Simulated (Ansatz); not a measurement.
The system is Si.

```xyz
4
Lattice="-3.3254 3.3254 1.9224 3.3254 -3.3254 1.9224 3.3254 3.3254 -1.9224" Properties=species:S:1:pos:R:3 pbc="T T T"
Si   -2.1363    2.1363    1.9224
Si    2.1363   -2.1363    1.9224
Si    2.1363    2.1363    1.9224
Si    1.1892    1.1892    0.0000
```

This isn't the form of Si at room conditions, which is diamond.

A run of Ansatz 0.2.0 on this cell left the log below. Logs are shortened: lines on timing, memory, paths and dates and some standing lists are left out, and cuts for length are marked.

```text
Warning: RAYON_NUM_THREADS=2 ignored (pool sized by the plan → 2); use --threads N
LAPW: plane waves up to 7.228 Å⁻¹, error target 2.0e-3 eV per atom; small_component_spin mean_spin; Si in spheres of 1.171 Å, 12 of its electrons in bands, Dirac shells [] (how accurate: hamiltonian.pseudopotentials.lapw.basis_error, Limitations)
Engine: ansatz 0.2.0, aarch64-unknown-linux-gnu
Pseudopotentials: kind: all_electron
Pseudopotential: Si, LAPW, valence charge 12, lapw/all_electron/scalar/gaussian/Si, Koelling and Harmon's equation, gaussian nucleus
Functional definition: PBEsol
  exchange = pbesol_x
  correlation = pbesol_c
Crystal: 4 atoms, lattice volume = 85.035 Å³
Basis set: ecut = 199.05911290143857 eV, 557 PW (Γ), FFT grids on a1+a2, a2, a3, exchange–correlation at level 2
Bands: 29, of which v1, the nominal top of the filled ones, is band 24 counted from 1 (23 counted from 0)
Symmetry: 16 space group operations
Space group: I4/mmm (ITA 139), of the structure as read, at distance tolerance 4.4e-5 Å
k-points: 59 of 512
Non-local potential: Si, projectors of the file, none
Initial density: superposition of atomic densities (chi_scale 0.1, normalization cell)
Initial wavefunctions: plane waves of lowest kinetic energy (no species holds an atomic orbital)
Functional: x = pbesol(κ = 0.804, μ = 0.12345679012345678), c = pbesol(β = 0.046)
iter 1 solved again at ethr=3.39e-3 eV; its pass at ethr=1.00e-1 eV (dr2=1.63e0 eV) is discarded
SCF iter   1: F=—  HF=-31511.887617 eV  |F-HF|=—  |Δ(HF+E_count)|=         —  Δρ=4.08e-2  dr2=1.63e0  ethr=3.39e-3  ⟨swp⟩=2.0  Hψ=12248  notcnv=0
preconditioner: auto → none  [insulator: Δε(μ)=0.470 eV  Ē_g=8.220 eV  σ=0.050 eV  W_gap=0.98  n_scr=16 (ndim 8)  ℏωp=16.1 eV  f_vac=0.005  D(μ)=0.00/eV (n_scr^D=0)  ε∞_Penn≈4.8]
SCF iter   2: F=—  HF=-31511.461723 eV  |F-HF|=—  |Δ(HF+E_count)|=   4.26e-1  Δρ=1.64e-2  dr2=2.09e-1  ethr=3.39e-3  ⟨swp⟩=3.0  Hψ=4857  notcnv=0
iter 3 solved again at ethr=2.71e-5 eV; its pass at ethr=4.35e-4 eV (dr2=1.30e-2 eV) is discarded
SCF iter   3: F=—  HF=-31511.412468 eV  |F-HF|=—  |Δ(HF+E_count)|=   4.93e-2  Δρ=2.95e-3  dr2=1.31e-2  ethr=2.71e-5  ⟨swp⟩=2.0  Hψ=8373  notcnv=0
SCF iter   4: F=—  HF=-31511.408533 eV  |F-HF|=—  |Δ(HF+E_count)|=         —  Δρ=6.94e-4  dr2=3.24e-4  ethr=2.71e-5  ⟨swp⟩=3.0  Hψ=4962  notcnv=0
the basis was enlarged: its passes take 395.2 KiB over the memory plan, 2 of 2 planned eigensolver slots
SCF iter   5: F=—  HF=-31511.408476 eV  |F-HF|=—  |Δ(HF+E_count)|=   5.74e-5  Δρ=7.33e-5  dr2=3.57e-6  ethr=6.74e-7  ⟨swp⟩=3.0  Hψ=4723  notcnv=0
SCF iter   6: F=—  HF=-31511.408478 eV  |F-HF|=—  |Δ(HF+E_count)|=   2.47e-6  Δρ=1.17e-5  dr2=1.02e-7  ethr=7.45e-9  ⟨swp⟩=3.0  Hψ=4801  notcnv=0
SCF iter   7: F=-31511.408478 eV  HF=-31511.408478 eV  |F-HF|=1.12e-9  |Δ(HF+E_count)|=   1.91e-7  Δρ=1.89e-6  dr2=3.24e-9  ethr=2.13e-10  ⟨swp⟩=3.1  Hψ=4909  notcnv=0
SCF 1 converged in 7 iterations: F = -31511.408478 eV  dr2 = 3.24e-9
NSCF: frozen V_eff on 57 k-points
SCF converged after 7 iterations
Free energy (F): -31511.408478 eV
Harris-Foulkes:  -31511.408478 eV  (|F-HF|=1.12e-9)
Internal energy: -31511.407938 eV  (E = F + TS)
E sigma→0 (E₀):  -31511.408208 eV
Entropy (-TS):   -0.000540 eV (-0.135 meV/atom)
Fermi energy:    7.013955 eV
--- Per-component energies (eV) ---
  E_band       = -2977.309306
  E_kinetic    = 31591.915951
  E_xc         = -2212.401347
  E_electrostatic = -60890.922542  (all electrons and nuclei)
  E_smearing   = -0.000540  (= −TS)
  E_closure    = 0.000000  (closes the sum)
  E_atoms      = -31488.843489  (free atoms, spherical and without spin; not in F)
  Σ components = -31511.408478   (vs F -31511.408478, Δ=0.00e0)
  Basis errors (estimates in eV, not in F): energy 9.1e-4 per atom: plane waves 8.8e-4 (5.3e-4 summed), levels above the bands 2.5e-29, relativity 1.3e-8, radial functions 2.4e-5, core shells 1.6e-13; eigenvalues (radial functions only) 1.4e-6; not estimated: angular momenta, meshes, grids; target (lapw.basis_error) 2.0e-3; muffin-tin radii Si 1.171 Å
--- Forces (eV/Å), atoms counted from 1 ---
  atom   1  Si    -0.00972984     0.00972984     0.00000000
  atom   2  Si     0.00972984    -0.00972984     0.00000000
  atom   3  Si     0.00972984     0.00972984     0.00000000
  atom   4  Si    -0.00972984    -0.00972984     0.00000000
  max |Σ_I F_I| component: 0.00e0 eV/Å
--- Stress (GPa, compression-positive) ---
       -0.336141       0.000000       0.000000
        0.000000      -0.336141      -0.000000
        0.000000      -0.000000      -0.425512
  P = ⅓ Tr σ = -0.3659 GPa (-3.659 kbar)
--- Band table (eV; the first three rows and the last of 59) ---
  k-point 0: bands = ["-126.6926", "-126.6893", "-126.6868", "-126.6868", "-82.9764", "-82.9741", "-82.9741", "-82.9730", "-82.9685", "-82.9685", "-82.9621", "-82.9586", "-82.9549", "-82.9549", "-82.9490", "-82.9469", "-5.1335", "-0.8903", "1.3491", "1.3491", "3.1425", "5.4424", "5.4424", "6.3751", "8.3127", "8.4730", "8.4730", "9.1911", "9.1911"]
  k-point 1: bands = ["-126.6925", "-126.6895", "-126.6868", "-126.6867", "-82.9767", "-82.9745", "-82.9736", "-82.9723", "-82.9685", "-82.9685", "-82.9623", "-82.9592", "-82.9548", "-82.9545", "-82.9489", "-82.9470", "-5.0474", "-1.2436", "1.3696", "1.4167", "3.5807", "5.3434", "5.4217", "5.8683", "8.0522", "8.5851", "8.9814", "9.0741", "9.2532"]
  k-point 2: bands = ["-126.6922", "-126.6900", "-126.6868", "-126.6865", "-82.9773", "-82.9751", "-82.9728", "-82.9712", "-82.9685", "-82.9685", "-82.9627", "-82.9604", "-82.9547", "-82.9538", "-82.9487", "-82.9472", "-4.7953", "-1.9948", "1.4502", "1.6046", "4.4260", "5.0376", "5.1441", "5.3731", "7.6690", "8.8489", "8.9459", "9.3000", "10.3646"]
  k-point 58: bands = ["-126.6909", "-126.6909", "-126.6885", "-126.6851", "-82.9790", "-82.9738", "-82.9738", "-82.9696", "-82.9674", "-82.9647", "-82.9644", "-82.9611", "-82.9611", "-82.9500", "-82.9479", "-82.9479", "-2.9211", "-2.9211", "-2.2410", "1.8746", "3.9826", "6.7154", "6.9381", "6.9381", "7.2299", "10.1073", "10.3887", "10.9190", "11.3863"]
```

Q: Write the input and the command behind it.

A: Band structure with PBEsol, no spin polarisation. The files as run (others can give the same):

input.yaml
```yaml
crystal:
  lattice:
    - [-3.32544429, 3.32544429, 1.92238566]
    - [3.32544429, -3.32544429, 1.92238566]
    - [3.32544429, 3.32544429, -1.92238566]
  atoms:
    - { symbol: Si, position: [0.82119894, 0.17880106, 0.0] }
    - { symbol: Si, position: [0.17880106, 0.82119894, 0.0] }
    - { symbol: Si, position: [0.82119894, 0.82119894, 0.64239788] }
    - { symbol: Si, position: [0.17880106, 0.17880106, 0.35760212] }
kpoints:
  mp_grid: { grid: [8, 8, 8] }
  band_path:
    path:
      - [0.0, 0.0, 0.0]
      - [0.0, 0.0, 0.5]
      - [-0.5, 0.5, 0.5]
      - [0.0, 0.0, 0.0]
      - [0.3335452363, 0.3335452363, -0.3335452363]
      - [0.25, 0.25, 0.25]
      - [0.0, 0.5, 0.0]
      - [-0.3335452363, 0.6664547637, 0.3335452363]
    npoints: 8
scf:
  occupations: { method: fermi_dirac, width: 0.05 }
hamiltonian:
  xc: pbesol
  pseudopotentials: { kind: all_electron, lapw: { basis_error: 0.002 } }
output:
  forces: true
  stress: true
  eigenvalues: true
```

Potentials or basis: all-electron LAPW, scalar-relativistic.
Run with:
```bash
$ ansatz run input.yaml --threads 2 --pin off --max-ram 6144MiB --backend cpu --events-out ev --progress --plain --runs-dir out
```
